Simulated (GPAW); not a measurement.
The system is Sn.

```
Sn
1.0
    -1.89465    1.89465    1.89465
     1.89465   -1.89465    1.89465
     1.89465    1.89465   -1.89465
Sn
1
Direct
  0.00000 0.00000 0.00000
```

This isn't the form of Sn at room conditions, which is tetragonal (white tin).

```yaml
Program: GPAW 26.7.0
Task: single point
Functional: PBE
Potentials_or_basis: GPAW PAW data sets (gpaw-data 1.2.1)
Cutoff: 600 eV
Basis: pw
k_mesh: 10 × 10 × 10
Occupations: fermi-dirac, width 0.05 eV
Spin: no spin polarisation
```

On this cell: pressure 0.4 GPa; band gap on the k mesh none (metal or under the smearing width).

The same run follows on a disturbed copy (cell strained at random at fixed volume):

```
Sn
1.0
    -1.87793    1.89840    1.91025
     1.89462   -1.86981    1.89834
     1.88740    1.87928   -1.88166
Sn
1
Cartesian
  -0.0122 0.0003 0.0364
```

Q: What does the disturbed cell give?

A: The energy (extrapolated to zero smearing) moves by -0.7 meV/atom; pressure 0.4 GPa; band gap on the k mesh none (metal or under the smearing width).

Stress tensor (GPa, compression positive):
```
0.25 0.16 0.17
0.16 0.20 0.15
0.17 0.15 0.72
```
